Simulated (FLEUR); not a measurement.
Here is a FLEUR MaX-R8.1 (patched build s14) calculation.

Contents of inp.xml:

```xml
<?xml version="1.0" encoding="UTF-8" standalone="no"?>
<fleurInput fleurInputVersion="0.39">
   <comment>
      TePb                                                                                                
   </comment>
   <calculationSetup>
      <cutoffs Kmax="3.8" Gmax="11.8" GmaxXC="11.8" numbands="0"/>
      <scfLoop itmax="60" minDistance="0.00001" maxIterBroyd="15" imix="Anderson" alpha="0.05" precondParam="0.0" spinf="2.0"/>
      <coreElectrons ctail="T" frcor="F" kcrel="0" coretail_lmax="0"/>
      <xcFunctional name="pbe" relativisticCorrections="F"/>
      <magnetism jspins="1"/>
      <soc l_soc="F" theta="0.0" phi="0.0" spav="F"/>
      <expertModes spex="0" secvar="F"/>
      <geometryOptimization l_f="F" forcealpha="1.0" forcemix="BFGS" epsdisp="0.00001" epsforce="0.00001"/>
      <ldaU l_linMix="F" mixParam="0.05" spinf="1.0"/>
   </calculationSetup>
   <cell>
      <bzIntegration valenceElectrons="42.0" mode="hist" fermiSmearingEnergy="0.00183747">
         <kPointListSelection listName="default-1"/>
         <!-- k-points included here -->
         <xi:include xmlns:xi="http://www.w3.org/2001/XInclude" href="kpts.xml"> </xi:include>
      </bzIntegration>
      <!-- symmetry operations included here -->
      <xi:include xmlns:xi="http://www.w3.org/2001/XInclude" href="sym.xml"> </xi:include>
      <bulkLattice scale="1.0">
         <bravaisMatrix>
            <row-1>    0.0000000000000000     6.1057051085825993     6.1057051085825993</row-1>
            <row-2>    6.1057051085825993     0.0000000000000000     6.1057051085825993</row-2>
            <row-3>    6.1057051085825993     6.1057051085825993     0.0000000000000000</row-3>
         </bravaisMatrix>
      </bulkLattice>
   </cell>
   <atomSpecies>
      <species name="Lead (Pb)" element="Pb" atomicNumber="82">
         <mtSphere radius="2.66" gridPoints="879" logIncrement="0.015"/>
         <atomicCutoffs lmax="11" lnonsphr="8"/>
         <electronConfig flipSpins="F">
            <coreConfig>(1s1/2) (2s1/2) (2p1/2) (2p3/2) (3s1/2) (3p1/2) (3p3/2) (4s1/2) (3d3/2) (3d5/2) (4p1/2) (4p3/2) (4d3/2) (4d5/2) (4f5/2) (4f7/2) (5s1/2)</coreConfig>
            <valenceConfig>(5p1/2) (5p3/2) (6s1/2) (5d3/2) (5d5/2) (6p1/2) (6p3/2)</valenceConfig>
            <stateOccupation state="(6p1/2)" spinUp="0.333333" spinDown="0.333333"/>
            <stateOccupation state="(6p3/2)" spinUp="0.666667" spinDown="0.666667"/>
         </electronConfig>
         <energyParameters s="6" p="6" d="5" f="5"/>
         <lo type="SCLO" l="1" n="5" eDeriv="0"/>
         <lo type="SCLO" l="1" n="5" eDeriv="1"/>
         <lo type="SCLO" l="0" n="6" eDeriv="2"/>
         <lo type="SCLO" l="2" n="5" eDeriv="2"/>
         <lo type="SCLO" l="3" n="5" eDeriv="2"/>
      </species>
      <species name="Tellurium (Te)" element="Te" atomicNumber="52">
         <mtSphere radius="2.66" gridPoints="879" logIncrement="0.015"/>
         <atomicCutoffs lmax="11" lnonsphr="8"/>
         <electronConfig flipSpins="F">
            <coreConfig>(1s1/2) (2s1/2) (2p1/2) (2p3/2) (3s1/2) (3p1/2) (3p3/2) (4s1/2) (3d3/2) (3d5/2)</coreConfig>
            <valenceConfig>(4p1/2) (4p3/2) (5s1/2) (4d3/2) (4d5/2) (5p1/2) (5p3/2)</valenceConfig>
            <stateOccupation state="(5p1/2)" spinUp="0.666667" spinDown="0.666667"/>
            <stateOccupation state="(5p3/2)" spinUp="1.333333" spinDown="1.333333"/>
         </electronConfig>
         <energyParameters s="5" p="5" d="5" f="4"/>
         <lo type="SCLO" l="1" n="4" eDeriv="0"/>
         <lo type="SCLO" l="1" n="4" eDeriv="1"/>
         <lo type="SCLO" l="2" n="4" eDeriv="0"/>
         <lo type="SCLO" l="2" n="4" eDeriv="1"/>
         <lo type="SCLO" l="0" n="5" eDeriv="2"/>
         <lo type="SCLO" l="3" n="4" eDeriv="2"/>
      </species>
   </atomSpecies>
   <atomGroups>
      <atomGroup species="Lead (Pb)">
         <relPos label="                   1">.0000000000 .0000000000 .0000000000</relPos>
         <force calculate="T" relaxXYZ="TTT"/>
      </atomGroup>
      <atomGroup species="Tellurium (Te)">
         <relPos label="                   2">1.000/2.000 1.000/2.000 1.000/2.000</relPos>
         <force calculate="T" relaxXYZ="TTT"/>
      </atomGroup>
   </atomGroups>
   <output dos="F" band="F" slice="F">
      <checks vchk="F" cdinf="F"/>
      <bandDOS minEnergy="-.5*Htr" maxEnergy="0.5*Htr" sigma="0.015" storeEVData="T"/>
      <vacuumDOS vacdos="F" integ="F" star="F" nstars="0" locx1="0.0" locy1="0.0" locx2="0.0" locy2="0.0" nstm="0" tworkf="0.0"/>
      <unfoldingBand unfoldBand="F" supercellX="1" supercellY="1" supercellZ="1"/>
      <plotting iplot="0" polar="F">
         <plot TwoD="T" vec1="  1.0  0.0  0.0" vec2="  0.0  1.0  0.0" vec3="  0.0  0.0  1.0" zero="  0.0  0.0  0.0" file="plot"/>
      </plotting>
      <chargeDensitySlicing numkpt="0" minEigenval="0.0" maxEigenval="0.0" nnne="0" pallst="F"/>
      <specialOutput eonly="F"/>
      <magneticCircularDichroism mcd="F" energyLo="-10.0" energyUp="0.0"/>
   </output>
  <!-- We include the file relax.xml here to enable relaxations (see documentation) -->
  <xi:include xmlns:xi="http://www.w3.org/2001/XInclude" href="relax.xml"> <xi:fallback/> </xi:include>
</fleurInput>
```

crystal.txt

```
TePb
&input cartesian=F /
0.0000000000  3.2310000000  3.2310000000
3.2310000000  0.0000000000  3.2310000000
3.2310000000  3.2310000000  0.0000000000
1.8897261246
1.0 1.0 1.0

2
82 0.0000000000  0.0000000000  0.0000000000
52 0.5000000000  0.5000000000  0.5000000000

&kpt div1=7 div2=7 div3=7 gamma=T /
```

The input inp.xml (bands):

```
<?xml version="1.0" encoding="UTF-8" standalone="no"?>
<fleurInput fleurInputVersion="0.39">
   <comment>
      TePb                                                                                                
   </comment>
   <calculationSetup>
      <cutoffs Kmax="3.8" Gmax="11.8" GmaxXC="11.8" numbands="0"/>
      <scfLoop itmax="60" minDistance="0.00001" maxIterBroyd="15" imix="Anderson" alpha="0.05" precondParam="0.0" spinf="2.0"/>
      <coreElectrons ctail="T" frcor="F" kcrel="0" coretail_lmax="0"/>
      <xcFunctional name="pbe" relativisticCorrections="F"/>
      <magnetism jspins="1"/>
      <soc l_soc="F" theta="0.0" phi="0.0" spav="F"/>
      <expertModes spex="0" secvar="F"/>
      <geometryOptimization l_f="F" forcealpha="1.0" forcemix="BFGS" epsdisp="0.00001" epsforce="0.00001"/>
      <ldaU l_linMix="F" mixParam="0.05" spinf="1.0"/>
   </calculationSetup>
   <cell>
      <bzIntegration valenceElectrons="42.0" mode="hist" fermiSmearingEnergy="0.00183747">
         <kPointListSelection listName="path-1"/>
         <!-- k-points included here -->
         <xi:include xmlns:xi="http://www.w3.org/2001/XInclude" href="kpts.xml"> </xi:include>
      </bzIntegration>
      <!-- symmetry operations included here -->
      <xi:include xmlns:xi="http://www.w3.org/2001/XInclude" href="sym.xml"> </xi:include>
      <bulkLattice scale="1.0">
         <bravaisMatrix>
            <row-1>    0.0000000000000000     6.1057051085825993     6.1057051085825993</row-1>
            <row-2>    6.1057051085825993     0.0000000000000000     6.1057051085825993</row-2>
            <row-3>    6.1057051085825993     6.1057051085825993     0.0000000000000000</row-3>
         </bravaisMatrix>
      </bulkLattice>
   </cell>
   <atomSpecies>
      <species name="Lead (Pb)" element="Pb" atomicNumber="82">
         <mtSphere radius="2.66" gridPoints="879" logIncrement="0.015"/>
         <atomicCutoffs lmax="11" lnonsphr="8"/>
         <electronConfig flipSpins="F">
            <coreConfig>(1s1/2) (2s1/2) (2p1/2) (2p3/2) (3s1/2) (3p1/2) (3p3/2) (4s1/2) (3d3/2) (3d5/2) (4p1/2) (4p3/2) (4d3/2) (4d5/2) (4f5/2) (4f7/2) (5s1/2)</coreConfig>
            <valenceConfig>(5p1/2) (5p3/2) (6s1/2) (5d3/2) (5d5/2) (6p1/2) (6p3/2)</valenceConfig>
            <stateOccupation state="(6p1/2)" spinUp="0.333333" spinDown="0.333333"/>
            <stateOccupation state="(6p3/2)" spinUp="0.666667" spinDown="0.666667"/>
         </electronConfig>
         <energyParameters s="6" p="6" d="5" f="5"/>
         <lo type="SCLO" l="1" n="5" eDeriv="0"/>
         <lo type="SCLO" l="1" n="5" eDeriv="1"/>
         <lo type="SCLO" l="0" n="6" eDeriv="2"/>
         <lo type="SCLO" l="2" n="5" eDeriv="2"/>
         <lo type="SCLO" l="3" n="5" eDeriv="2"/>
      </species>
      <species name="Tellurium (Te)" element="Te" atomicNumber="52">
         <mtSphere radius="2.66" gridPoints="879" logIncrement="0.015"/>
         <atomicCutoffs lmax="11" lnonsphr="8"/>
         <electronConfig flipSpins="F">
            <coreConfig>(1s1/2) (2s1/2) (2p1/2) (2p3/2) (3s1/2) (3p1/2) (3p3/2) (4s1/2) (3d3/2) (3d5/2)</coreConfig>
            <valenceConfig>(4p1/2) (4p3/2) (5s1/2) (4d3/2) (4d5/2) (5p1/2) (5p3/2)</valenceConfig>
            <stateOccupation state="(5p1/2)" spinUp="0.666667" spinDown="0.666667"/>
            <stateOccupation state="(5p3/2)" spinUp="1.333333" spinDown="1.333333"/>
         </electronConfig>
         <energyParameters s="5" p="5" d="5" f="4"/>
         <lo type="SCLO" l="1" n="4" eDeriv="0"/>
         <lo type="SCLO" l="1" n="4" eDeriv="1"/>
         <lo type="SCLO" l="2" n="4" eDeriv="0"/>
         <lo type="SCLO" l="2" n="4" eDeriv="1"/>
         <lo type="SCLO" l="0" n="5" eDeriv="2"/>
         <lo type="SCLO" l="3" n="4" eDeriv="2"/>
      </species>
   </atomSpecies>
   <atomGroups>
      <atomGroup species="Lead (Pb)">
         <relPos label="                   1">.0000000000 .0000000000 .0000000000</relPos>
         <force calculate="T" relaxXYZ="TTT"/>
      </atomGroup>
      <atomGroup species="Tellurium (Te)">
         <relPos label="                   2">1.000/2.000 1.000/2.000 1.000/2.000</relPos>
         <force calculate="T" relaxXYZ="TTT"/>
      </atomGroup>
   </atomGroups>
   <output dos="F" band="T" slice="F">
      <checks vchk="F" cdinf="F"/>
      <bandDOS minEnergy="-.5*Htr" maxEnergy="0.5*Htr" sigma="0.015" storeEVData="T"/>
      <vacuumDOS vacdos="F" integ="F" star="F" nstars="0" locx1="0.0" locy1="0.0" locx2="0.0" locy2="0.0" nstm="0" tworkf="0.0"/>
      <unfoldingBand unfoldBand="F" supercellX="1" supercellY="1" supercellZ="1"/>
      <plotting iplot="0" polar="F">
         <plot TwoD="T" vec1="  1.0  0.0  0.0" vec2="  0.0  1.0  0.0" vec3="  0.0  0.0  1.0" zero="  0.0  0.0  0.0" file="plot"/>
      </plotting>
      <chargeDensitySlicing numkpt="0" minEigenval="0.0" maxEigenval="0.0" nnne="0" pallst="F"/>
      <specialOutput eonly="F"/>
      <magneticCircularDichroism mcd="F" energyLo="-10.0" energyUp="0.0"/>
   </output>
  <!-- We include the file relax.xml here to enable relaxations (see documentation) -->
  <xi:include xmlns:xi="http://www.w3.org/2001/XInclude" href="relax.xml"> <xi:fallback/> </xi:include>
</fleurInput>
```

Potentials or basis: all-electron, FLAPW.

Run with:

```sh
$ inpgen -f crystal.txt -profile fastHighL
$ # inp.xml edited to the form shown
$ fleur
$ fleur   # second run, on inp.xml (bands)
```

(1) What does it give for the band gap along the path?

Answers

(1) 0.73 eV, direct.

Caveat: this odd mesh misses L, where the gap lies, so gap, dielectric constants and Born charges aren't listed; spin-orbit coupling is left out, which moves the levels of the heavy elements.

**What was measured.**

From a printed reference work, monograph, for a bulk crystal of TePb at 4.2 K: band gap 0.19 eV (direct).

Measured gap of TePb: 0.19 eV (direct; 4.2 K; a printed reference work, monograph). This calculation gives 0.73 eV (+0.54 eV). Spin-orbit coupling on Pb, Te is left out. The value is that of PBE, without temperature or zero-point motion.
